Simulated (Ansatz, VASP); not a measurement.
**Al in VASP and in Ansatz**

```
Al
1.0
    -1.71509    1.71509    1.47704
     1.71509   -1.71509    1.47704
     1.71509    1.71509   -1.47704
Al
1
Direct
  0.00000 0.00000 0.00000
```

Alike in both runs: task single point; functional PBE; k mesh 22 × 22 × 22; occupations gaussian, width 0.15 eV; no spin polarisation.

|  | VASP | Ansatz |
| --- | --- | --- |
| version | VASP 6.6.1 | Ansatz 0.2.0 |
| potentials or method | VASP PAW PBE potentials, release 64 (Al) | scalar-relativistic, plane waves, PAW |
| plane-wave cutoff (eV) | 520 | 420 |
| valence electrons in the cell | 3 | 3 |

Ansatz gave:

```
gap on the k mesh at the Fermi level (eV)       : none
pressure (GPa)                                  : -1.7
largest component of the traceless stress (GPa) : 1.19
```

**Question.** Estimate VASP's values.

**Answer.** gap on the k mesh at the Fermi level (eV): none; pressure (GPa): -1.8; largest component of the traceless stress (GPa): 1.20.

A gap of «none» marks a metal or a gap that the smearing closes.
